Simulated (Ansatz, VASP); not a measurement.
**Tl: VASP beside Ansatz**

The input INCAR:

```
SYSTEM = Tl
AGGAC = 1.0
AGGAX = 1.0
ALDAC = 0.0
ALDAX = 1.0
ALGO = Fast
EDIFF = 1E-7
ENCUT = 520
GGA = B5
ISIF = 2
ISMEAR = -1
LASPH = .True.
LCHARG = .False.
LREAL = .False.
LWAVE = .False.
NBANDS = 12
NELM = 60
PREC = Accurate
SIGMA = 0.1
```

KPOINTS

```
k-points
0
Gamma
  12 12 12
  0 0 0
```

File POSCAR:

```
Tl
1.0
   -2.0146357263      2.0146357263      2.0146357263
    2.0146357263     -2.0146357263      2.0146357263
    2.0146357263      2.0146357263     -2.0146357263
Tl
1
Direct
    0.0000000000      0.0000000000      0.0000000000
```

Input for Ansatz:

```yaml
crystal:
  lattice:
    - [-2.0146357263, 2.0146357263, 2.0146357263]
    - [2.0146357263, -2.0146357263, 2.0146357263]
    - [2.0146357263, 2.0146357263, -2.0146357263]
  atoms:
    - { symbol: Tl, position: [0.0, 0.0, 0.0] }
hamiltonian:
  xc: blyp
  pseudopotentials:
    kind: paw
    azcp:
      Tl: "pseudopotentials/Tl.paw.azcp"
basis:
  ecutwfc: 420
  fft_grid_basis: typed
kpoints:
  mp_grid: { grid: [12, 12, 12], shift: [0, 0, 0] }
magnetization:
  spin_polarized: false
scf:
  occupations: { method: fermi_dirac, width: 0.1 }
  lower_state_search: "off"
output:
  stress: true
```

Alike in both runs: task single point; functional BLYP; k mesh 12 × 12 × 12; occupations fermi-dirac, width 0.1 eV; no spin polarisation.

|  | VASP | Ansatz |
| --- | --- | --- |
| version | VASP 6.6.1 | Ansatz 0.2.0 |
| potentials or method | VASP PAW PBE potentials, release 64 (Tl_d) | plane waves (420 eV) with PAW, scalar-relativistic |
| plane-wave cutoff (eV) | 520 | 420 |
| valence electrons in the cell | 13 | 13 |

```csv
,VASP,Ansatz,Ansatz less VASP
pressure (GPa),1.9,1.9,-0.02
```

Caveats: the PAW data sets were made with another functional, which shifts forces and pressure a little (VASP). The runs have no spin-orbit coupling, so splittings on Tl are missing.
